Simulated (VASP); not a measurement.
## I: single point with RPBE

Crystal: I.

```
I
1.0
    -1.61746    1.61746    4.26481
     1.61746   -1.61746    4.26481
     1.61746    1.61746   -4.26481
I
1
Direct
  0.00000 0.00000 0.00000
```

```yaml
Program: VASP 6.6.1
Task: single point
Functional: RPBE
Potentials_or_basis: VASP PAW PBE potentials, release 64 (I)
Cutoff: 500 eV
k_mesh: 11 × 11 × 11
Occupations: gaussian, width 0.05 eV
Spin: no spin polarisation
```

The pressure is 1.3 GPa and the band gap on the k mesh is none (metal or under the smearing width).

Stress tensor (GPa, compression positive):
```
1.34 0.00 0.00
0.00 1.34 0.00
0.00 0.00 1.07
```

Levels at points of the mesh, in eV from the Fermi level:
| k point | band 1 | band 2 | band 3 | band 4 | band 5 | band 6 | band 7 |
| --- | --- | --- | --- | --- | --- | --- | --- |
| (0.00, 0.00, 0.00) | -13.78 | -2.38 | 0.77 | 0.77 | 4.45 | 7.25 | 8.00 |

Run time: 41 s on 1 thread of Intel(R) Xeon(R) Platinum 8488C (Sapphire Rapids) (shared host), peak memory 0.22 GiB.

Caveat: the PAW data sets were made with another functional, which shifts forces and pressure a little; an odd number of electrons without spin polarisation forces a metal; a magnetic or distorted state may lie lower. The run has no spin-orbit coupling, so splittings on I are missing.
